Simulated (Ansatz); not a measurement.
## Computed properties of PbS

```xyz
4
Lattice="2.9405 -2.9000 0.0000 2.9405 2.9000 0.0000 -1.0800 0.0000 11.7093" Properties=species:S:1:pos:R:3 pbc="T T T"
Pb    3.8740    0.0000    7.4516
Pb    0.9270    0.0000    4.2577
S     0.9319    0.0000    7.0092
S     3.8690    0.0000    4.7001
```

Atoms are numbered in the order listed.

The cell is COD entry 2106944, as deposited and not checked against the literature; nothing was relaxed.

Spin–orbit coupling is left out, though it moves levels of the heavy atoms by tenths of an eV or more.

Methods: DFT, PBE, all-electron LAPW, scalar-relativistic (Ansatz 0.2.0); DFT, PBE, PAW with Ansatz's default frozen-core files, scalar-relativistic (Ansatz 0.2.0).

For LAPW: a Γ-centred 7×7×3 k mesh, Fermi–Dirac smearing of 0.01 eV, basis error target 0.5 meV/atom, no spin polarisation. PAW takes a cutoff of 420 eV at this cell. The Ansatz runs share mesh, smearing and spin set-up. Values come from LAPW unless marked.

* Löwdin charges (with 0.10 e of the cell spilling out of the atomic basis, so their sizes and signs hang on that basis): Pb1 0.49, S3 -0.43 e
* Volume per atom: 336.9 bohr³

Question: Predict this quantity. Bader charges (from the PAW run).

Answer: Pb1 +0.96, S3 -0.96 e.

Question: Predict this quantity. Band gap.

Answer: 1.24 eV.

Question: Predict this quantity. Largest force.

Answer: 0.406 eV/Å on Pb1.

Question: Predict this quantity. Pressure at this cell.

Answer: 0.27 GPa.

Question: Give the computed value. Stress xx, yy, zz (compression positive).

Answer: 0.54, 1.43, -1.17 GPa.
